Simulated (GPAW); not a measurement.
# GaS (P6_3/mmc) in GPAW: phonons with PBE

Aim: the phonons of GaS with PBE.

Everything below comes from runs of GPAW 26.7.0. Logs are shortened: lines on timing, memory, paths and dates and some standing lists are left out, and cuts for length are marked. The log counts tension as positive stress, the text compression.

**The experiment to reproduce.**

From “Vapor-liquid-solid growth of highly-mismatched semiconductor nanowires with high-fidelity van der Waals layer stacking”, 2022, arxiv:2211.03366, for a bulk crystal of GaS at 300 K: band gap 2.53 eV (indirect).

The results are compared with them further down.

## Step 1: The structure

The structure is hexagonal, space group P6_3/mmc (No. 194). Conventional cell: a = 3.585 Å, b = 3.585 Å, c = 15.500 Å, α = 90.00°, β = 90.00°, γ = 120.00°. Ga (site symmetry 3m) has 3 S at 2.34 Å and 1 Ga at 2.48 Å as nearest neighbours. Around S (site symmetry 3m) lie 3 Ga at 2.34 Å.

## Step 2: Phonons, PBE

Input file run.py:

```python
import json
import numpy as np
from ase import Atoms
from ase.constraints import FixSymmetry
from ase.filters import FrechetCellFilter
from ase.io import read, write
from ase.optimize import BFGS
from phonopy import Phonopy
from phonopy.structure.atoms import PhonopyAtoms
from gpaw import GPAW, PW

atoms = read('POSCAR')

calc = GPAW(mode=PW(600),
            xc='PBE',
            kpts={'size': (6, 6, 2), 'gamma': True},
            occupations={'name': 'fermi-dirac', 'width': 0.05},
            nbands=35,
            convergence={'density': 1e-06, 'eigenstates': 1e-09},
            maxiter=150,
            txt='gpaw.txt')
atoms.calc = calc
atoms.set_constraint(FixSymmetry(atoms))
BFGS(FrechetCellFilter(atoms), trajectory='relax.traj', logfile='-').run(fmax=0.005, steps=40)
atoms.set_constraint()
energy = atoms.get_potential_energy()
forces = atoms.get_forces()
stress = atoms.get_stress()
calc.write('gs.gpw')
write('result.traj', atoms)
print('Cell:', atoms.cell.cellpar().round(4))
print(atoms.get_scaled_positions().round(5))

def force_constants(scale):
    unit = PhonopyAtoms(symbols=atoms.get_chemical_symbols(), cell=atoms.cell[:] * scale**(1 / 3),
                        scaled_positions=atoms.get_scaled_positions())
    ph = Phonopy(unit, supercell_matrix=np.diag([1, 1, 1]), primitive_matrix=np.eye(3), symprec=1e-4)
    ph.generate_displacements(distance=0.01)
    forces = []
    for i, sc in enumerate(ph.supercells_with_displacements):
        a = Atoms(sc.symbols, cell=sc.cell, scaled_positions=sc.scaled_positions, pbc=True)
        c = GPAW(mode=PW(510),
                 xc='PBE',
                 kpts={'size': (6, 6, 2), 'gamma': True},
                 occupations={'name': 'fermi-dirac', 'width': 0.05},
                 nbands=35,
                 convergence={'density': 1e-06, 'eigenstates': 1e-09},
                 maxiter=150,
                 txt=f'disp-{scale:.3f}-{i:02d}.txt')
        a.calc = c
        f = a.get_forces()
        forces.append(f - f.mean(axis=0))
        print(f'displacement {i}: drift', f.mean(axis=0).round(5), flush=True)
    ph.forces = forces
    ph.produce_force_constants()
    ph.symmetrize_force_constants()
    return ph

qpoints = [[0.0, 0.0, 0.0]]
results = {}
for scale in [1.0]:
    ph = force_constants(scale)
    ph.run_qpoints(qpoints)
    nu = ph.qpoints.frequencies * 33.35641  # THz to cm^-1
    results[f'{scale:.3f}'] = nu.tolist()
    for qp, f in zip(qpoints, nu):
        print(scale, np.round(qp, 4), f.round(2))
json.dump(results, open('phonons.json', 'w'))
```

Input file POSCAR:

```
GaS
1.0
    3.5850000000      0.0000000000      0.0000000000
   -1.7925000000      3.1047010726      0.0000000000
    0.0000000000      0.0000000000     15.5000000000
Ga S
4 4
Direct
    0.6666666667      0.3333333333      0.8300000000
    0.3333333333      0.6666666667      0.3300000000
    0.6666666667      0.3333333333      0.6700000000
    0.3333333333      0.6666666667      0.1700000000
    0.6666666667      0.3333333333      0.4000000000
    0.3333333333      0.6666666667      0.9000000000
    0.6666666667      0.3333333333      0.1000000000
    0.3333333333      0.6666666667      0.6000000000
```

Potentials or basis: GPAW PAW data sets (gpaw-data 1.2.1), pw.

On the command line:

```console
$ OMP_NUM_THREADS=1 python run.py
```

gpaw.txt:

```text
__  _  _
 | _ |_)|_||  |
 |__||  | ||/\| - 26.7.0

Input parameters:
  mode=PW(ecut=600.0),
  convergence={'density': 1e-06, 'eigenstates': 1e-09},
  kpts=MonkhorstPack(size=(6, 6, 2), gamma=True),
  maxiter=150,
  nbands=35,
  occupations=Occupations(name='fermi-dirac', width=0.05),
  xc=XC(name='PBE')

Diagonalizing LCAO Hamiltonian
Converting LCAO to pw mode

        S

           Ga

        S  Ga

        Ga S

        Ga

           S

Atoms  # Å, Bohr magnetons
|   | symbol |        x |        y |         z |    initial magnetic moments |
|---|--------|----------|----------|-----------|-----------------------------|
| 0 |     Ga | 1.792500 | 1.034900 | 12.865000 | ( 0.0000,  0.0000,  0.0000) |
| 1 |     Ga | 0.000000 | 2.069801 |  5.115000 | ( 0.0000,  0.0000,  0.0000) |
| 2 |     Ga | 1.792500 | 1.034900 | 10.385000 | ( 0.0000,  0.0000,  0.0000) |
| 3 |     Ga | 0.000000 | 2.069801 |  2.635000 | ( 0.0000,  0.0000,  0.0000) |
| 4 |      S | 1.792500 | 1.034900 |  6.200000 | ( 0.0000,  0.0000,  0.0000) |
| 5 |      S | 0.000000 | 2.069801 | 13.950000 | ( 0.0000,  0.0000,  0.0000) |
| 6 |      S | 1.792500 | 1.034900 |  1.550000 | ( 0.0000,  0.0000,  0.0000) |
| 7 |      S | 0.000000 | 2.069801 |  9.300000 | ( 0.0000,  0.0000,  0.0000) |
[... 255 lines left out ...]
Atoms  # Å, Bohr magnetons
|   | symbol |        x |        y |         z |    initial magnetic moments |
|---|--------|----------|----------|-----------|-----------------------------|
| 0 |     Ga | 1.794183 | 1.035872 | 12.867277 | ( 0.0000,  0.0000,  0.0000) |
| 1 |     Ga | 0.000000 | 2.071744 |  5.112536 | ( 0.0000,  0.0000,  0.0000) |
| 2 |     Ga | 1.794183 | 1.035872 | 10.396947 | ( 0.0000,  0.0000,  0.0000) |
| 3 |     Ga | 0.000000 | 2.071744 |  2.642206 | ( 0.0000,  0.0000,  0.0000) |
| 4 |      S | 1.794183 | 1.035872 |  6.207229 | ( 0.0000,  0.0000,  0.0000) |
| 5 |      S | 0.000000 | 2.071744 | 13.961970 | ( 0.0000,  0.0000,  0.0000) |
| 6 |      S | 1.794183 | 1.035872 |  1.547513 | ( 0.0000,  0.0000,  0.0000) |
| 7 |      S | 0.000000 | 2.071744 |  9.302254 | ( 0.0000,  0.0000,  0.0000) |

Unit cell  # Å
| periodic |         x |         y |         z |   lengths |     angles |
|----------|-----------|-----------|-----------|-----------|------------|
|      yes |  3.588366 | -0.000000 | -0.000000 |  3.588366 |  90.000000 |
|      yes | -1.794183 |  3.107616 |  0.000000 |  3.588366 |  90.000000 |
|      yes | -0.000000 |  0.000000 | 15.509483 | 15.509483 | 120.000000 |

Number of symmetries: 12
Symmetry operations  # r_c * U_cc + t_c -> r_c
|    | kind |            matrix            |
|----|------|------------------------------|
|  0 |  σ   |  1, 1, 0,  0,-1, 0,  0, 0, 1 |
|  1 |  S6  |  1, 1, 0, -1, 0, 0,  0, 0,-1 |
|  2 |  E   |  1, 0, 0,  0, 1, 0,  0, 0, 1 |
|  3 |  C2  |  1, 0, 0, -1,-1, 0,  0, 0,-1 |
|  4 |  C2  |  0, 1, 0,  1, 0, 0,  0, 0,-1 |
|  5 |  C3  |  0, 1, 0, -1,-1, 0,  0, 0, 1 |
|  6 |  S6  |  0,-1, 0,  1, 1, 0,  0, 0,-1 |
|  7 |  σ   |  0,-1, 0, -1, 0, 0,  0, 0, 1 |
|  8 |  σ   | -1, 0, 0,  1, 1, 0,  0, 0, 1 |
|  9 |  i   | -1, 0, 0,  0,-1, 0,  0, 0,-1 |
| 10 |  C3  | -1,-1, 0,  1, 0, 0,  0, 0, 1 |
| 11 |  C2  | -1,-1, 0,  0, 1, 0,  0, 0,-1 |
[... 394 lines left out ...]
SCF iterations
|iter     | |      energy | eigst |  dens |
|---------|-|-------------|-------|-------|
|iter:   1| |  -33.162777 | -1.65 |       |
|iter:   2| |  -33.146398 | -3.65 | -1.72 |
|iter:   3| |  -33.105328 | -2.81 | -1.79 |
|iter:   4| |  -33.103331 | -4.00 | -2.33 |
|iter:   5| |  -33.103149c| -4.99 | -2.78 |
|iter:   6| |  -33.103143c| -6.07 | -3.32 |
|iter:   7| |  -33.103149c| -6.63 | -3.63 |
|iter:   8| |  -33.103135c| -7.13 | -3.65 |
|iter:   9| |  -33.103135c| -8.42 | -4.64 |
|iter:  10| |  -33.103135c| -9.52c| -5.06 |
|iter:  11| |  -33.103135c|-10.16c| -5.84 |
|iter:  12| |  -33.103135c|-10.45c| -6.19c|

Converged in 12 steps
Energy contributions relative to reference atoms: (reference = -254969.165706)

Energy contributions:
  Kinetic:          73.441649
  Coulomb:         -66.591830
  Zero:              0.519013
  External:          0.000000
  Xc:              -40.471968
  Entropy:          -0.000000
  Spinorbit:         0.000000
  ----------------------------
  Free energy:     -33.103135
  Extrapolated:    -33.103135

dipole moment: (-0.000052, -0.000090, -0.000450)  # |e|*Ang
[... 26 lines left out ...]
Gap: 1.583 eV
Transition (v -> c):
  (s=0, k=0, n=17, [0.00, 0.00, 0.00]) -> (s=0, k=12, n=18, [0.50, 0.50, 0.00])
Direct/indirect transitions are different
Direct gap: 1.678 eV
Transition at: (s=0, k=0, n=17, [0.00, 0.00, 0.00])

Stress tensor  # eV/Ang^3
|         x |         y |         z |
|-----------|-----------|-----------|
| -0.012706 |  0.000000 |  0.000000 |
|  0.000000 | -0.012706 | -0.000000 |
|  0.000000 | -0.000000 | -0.011741 |

Forces  # eV/Ang
|       x |        y |        z |
|---------|----------|----------|
| 0.00000 | -0.00000 |  0.16117 |  # Ga   0
| 0.00000 |  0.00000 |  0.16117 |  # Ga   1
| 0.00000 | -0.00000 | -0.16117 |  # Ga   2
| 0.00000 |  0.00000 | -0.16117 |  # Ga   3
| 0.00000 | -0.00000 | -0.12384 |  # S    4
| 0.00000 | -0.00000 | -0.12381 |  # S    5
| 0.00000 |  0.00000 |  0.12381 |  # S    6
| 0.00000 | -0.00000 |  0.12384 |  # S    7

Interpolating wave functions to new cell

        S

           Ga

        S  Ga

        Ga S
[... 384 lines left out ...]
      lmax: 2
    cutoffs:
      filter: 1.77  # [Å]
      core: 1.66  # [Å]
    projectors
    | kind |    occ | energy [eV] | rcut [Å] |
    |------|--------|-------------|----------|
    |   3s |  2.000 |     -17.254 |    0.974 |
    |   3p |  4.000 |      -7.008 |    0.979 |
    |    s |        |       9.957 |    0.974 |
    |    p |        |      20.203 |    0.979 |
    |    d |        |       0.000 |    0.900 |

    Using partial waves for S as LCAO basis

Reference energy: -254969.165706  # eV

eigensolver:
  PPCG
  Converge bands: occupied
  niter=2

density mixing:
  MSR1-Mixer
[... cut ...]
ter:   4| |  -33.235152 | -3.03 | -2.09 |
|iter:   5| |  -33.234470c| -4.21 | -2.52 |
|iter:   6| |  -33.234586c| -5.22 | -2.86 |
|iter:   7| |  -33.234453c| -5.93 | -3.16 |
|iter:   8| |  -33.234447c| -6.99 | -3.63 |
|iter:   9| |  -33.234448c| -7.83 | -4.24 |
|iter:  10| |  -33.234448c| -9.22c| -5.11 |
|iter:  11| |  -33.234448c| -9.35c| -5.52 |
|iter:  12| |  -33.234448c| -9.93c| -6.18c|

Converged in 12 steps
Energy contributions relative to reference atoms: (reference = -254969.165706)

Energy contributions:
  Kinetic:          63.091014
  Coulomb:         -58.257896
  Zero:              0.520584
  External:          0.000000
  Xc:              -38.588150
  Entropy:          -0.000000
  Spinorbit:         0.000000
  ----------------------------
  Free energy:     -33.234448
  Extrapolated:    -33.234448

dipole moment: (-0.000053, -0.000091, -0.000504)  # |e|*Ang

Fermi level: 3.642
Eigenvalues  # (at kpt = [0.000, 0.000, 0.000])
| band index |      eig [eV] | occ [0-2] |
|------------|---------------|-----------|
|          0 |       -10.794 |     2.000 |
|        ... |               |           |
|         10 |         1.520 |     2.000 |
|         11 |         1.520 |     2.000 |
|         12 |         1.597 |     2.000 |
|         13 |         1.597 |     2.000 |
|         14 |         1.612 |     2.000 |
|         15 |         1.612 |     2.000 |
[... 51 lines left out ...]
Atoms  # Å, Bohr magnetons
|   | symbol |        x |        y |         z |    initial magnetic moments |
|---|--------|----------|----------|-----------|-----------------------------|
| 0 |     Ga | 1.823286 | 1.052675 | 14.350883 | ( 0.0000,  0.0000,  0.0000) |
| 1 |     Ga | 0.000000 | 2.105349 |  5.610096 | ( 0.0000,  0.0000,  0.0000) |
| 2 |     Ga | 1.823286 | 1.052675 | 11.871477 | ( 0.0000,  0.0000,  0.0000) |
| 3 |     Ga | 0.000000 | 2.105349 |  3.130690 | ( 0.0000,  0.0000,  0.0000) |
| 4 |      S | 1.823286 | 1.052675 |  6.702331 | ( 0.0000,  0.0000,  0.0000) |
| 5 |      S | 0.000000 | 2.105349 | 15.443117 | ( 0.0000,  0.0000,  0.0000) |
| 6 |      S | 1.823286 | 1.052675 |  2.038456 | ( 0.0000,  0.0000,  0.0000) |
| 7 |      S | 0.000000 | 2.105349 | 10.779243 | ( 0.0000,  0.0000,  0.0000) |

Unit cell  # Å
| periodic |         x |         y |         z |   lengths |     angles |
|----------|-----------|-----------|-----------|-----------|------------|
|      yes |  3.646572 |  0.000000 | -0.000000 |  3.646572 |  90.000000 |
|      yes | -1.823286 |  3.158024 | -0.000000 |  3.646572 |  90.000000 |
|      yes | -0.000000 | -0.000000 | 17.481573 | 17.481573 | 120.000000 |

Number of symmetries: 12
Symmetry operations  # r_c * U_cc + t_c -> r_c
|    | kind |            matrix            |
|----|------|------------------------------|
|  0 |  σ   |  1, 1, 0,  0,-1, 0,  0, 0, 1 |
|  1 |  S6  |  1, 1, 0, -1, 0, 0,  0, 0,-1 |
|  2 |  E   |  1, 0, 0,  0, 1, 0,  0, 0, 1 |
|  3 |  C2  |  1, 0, 0, -1,-1, 0,  0, 0,-1 |
|  4 |  C2  |  0, 1, 0,  1, 0, 0,  0, 0,-1 |
|  5 |  C3  |  0, 1, 0, -1,-1, 0,  0, 0, 1 |
|  6 |  S6  |  0,-1, 0,  1, 1, 0,  0, 0,-1 |
|  7 |  σ   |  0,-1, 0, -1, 0, 0,  0, 0, 1 |
|  8 |  σ   | -1, 0, 0,  1, 1, 0,  0, 0, 1 |
|  9 |  i   | -1, 0, 0,  0,-1, 0,  0, 0,-1 |
| 10 |  C3  | -1,-1, 0,  1, 0, 0,  0, 0, 1 |
| 11 |  C2  | -1,-1, 0,  0, 1, 0,  0, 0,-1 |
[... 189 lines left out ...]
Gap: 1.942 eV
Transition (v -> c):
  (s=0, k=0, n=17, [0.00, 0.00, 0.00]) -> (s=0, k=0, n=18, [0.00, 0.00, 0.00])
No difference between direct/indirect transitions

Stress tensor  # eV/Ang^3
|         x |         y |         z |
|-----------|-----------|-----------|
| -0.000220 |  0.000000 |  0.000000 |
|  0.000000 | -0.000220 |  0.000000 |
|  0.000000 |  0.000000 | -0.000192 |

Forces  # eV/Ang
|       x |        y |        z |
|---------|----------|----------|
| 0.00000 | -0.00000 | -0.01139 |  # Ga   0
| 0.00000 |  0.00000 | -0.01139 |  # Ga   1
| 0.00000 |  0.00000 |  0.01139 |  # Ga   2
| 0.00000 | -0.00000 |  0.01139 |  # Ga   3
| 0.00000 |  0.00000 |  0.00892 |  # S    4
| 0.00000 |  0.00000 |  0.00892 |  # S    5
| 0.00000 |  0.00000 | -0.00892 |  # S    6
| 0.00000 |  0.00000 | -0.00892 |  # S    7

Interpolating wave functions to new cell

        S

           Ga

        S  Ga

        Ga S
[... 241 lines left out ...]
Forces  # eV/Ang
|        x |        y |        z |
|----------|----------|----------|
|  0.00000 |  0.00000 | -0.00351 |  # Ga   0
|  0.00000 |  0.00000 | -0.00351 |  # Ga   1
| -0.00000 |  0.00000 |  0.00351 |  # Ga   2
|  0.00000 | -0.00000 |  0.00351 |  # Ga   3
| -0.00000 |  0.00000 |  0.00277 |  # S    4
|  0.00000 |  0.00000 |  0.00278 |  # S    5
| -0.00000 |  0.00000 | -0.00278 |  # S    6
|  0.00000 |  0.00000 | -0.00277 |  # S    7

# Writing to gs.gpw (mode='')
```

It took 42 min on 1 thread of AMD EPYC 7R43 (Zen 3), shared host; peak memory 1 GiB.

Results:

```yaml
Free_energy: -33.2350 eV
Relaxed_volume: 25.24 Å³/atom
Relaxed_cell: a = 3.647 Å, b = 3.647 Å, c = 17.533 Å, α = 90.00°, β = 90.00°, γ = 120.00°
Space_group_after_relaxing_to_0.05_Å: P6_3/mmc (No. 194)
Pressure_after_relaxing: 0.0 GPa
Largest_force_after_relaxing: 0.004 eV/Å
Band_gap_on_the_k_mesh: 1.95 eV, direct
Highest_phonon_frequency_at_Γ_LO-TO_splitting_left_out: 357 cm⁻¹
```

Forces in eV/Å, atoms in the order of the input:
```
Ga   0.000  0.000 -0.004
Ga   0.000  0.000 -0.004
Ga   0.000  0.000  0.004
Ga   0.000  0.000  0.004
S    0.000  0.000  0.003
S    0.000  0.000  0.003
S    0.000  0.000 -0.003
S    0.000  0.000 -0.003
```

Final structure:
```
Ga S
1.0
     3.64679    0.00000    0.00000
    -1.82339    3.15821    0.00000
     0.00000    0.00000   17.53292
Ga S
4 4
Direct
  0.66667 0.33333 0.82070
  0.33333 0.66667 0.32070
  0.66667 0.33333 0.67930
  0.33333 0.66667 0.17930
  0.66667 0.33333 0.38303
  0.33333 0.66667 0.88303
  0.66667 0.33333 0.11697
  0.33333 0.66667 0.61697
```

Phonon frequencies in cm⁻¹ (negative: imaginary):
```csv
q point,frequencies
"(0.000, 0.000, 0.000)",0 0 0 6 6 12 68 68 68 68 171 171 283 283 283 283 287 287 287 287 320 330 357 357
```

Caveat: the cutoff is short for stress and forces, so pressures can be off by a GPa or more; the LO-TO splitting is left out; the volume moved by over 15 % at a fixed basis, so the end points are rough; this functional lacks dispersion, which binds the layers, so the pressure and a relaxed spacing across them are unreliable, and here the layers came unbound.

## Step 3: How close it comes

Step 2. Against the measured gap of GaS, 2.53 eV (indirect; 300 K; quoted in “Vapor-liquid-solid growth of highly-mismatched semiconductor nanowires with high-fidelity van der Waals layer stacking”, 2022, arxiv:2211.03366), the calculated 1.95 eV is off by -0.58 eV. 3 values of this kind are on record (2.53 to 3.05 eV); this one was drawn at random among those near their median. Spin-orbit coupling on Ga is left out. The value is that of PBE on a finite k mesh, which can miss the band edges, without temperature or zero-point motion. Semilocal functionals fall short of measured gaps as a rule.
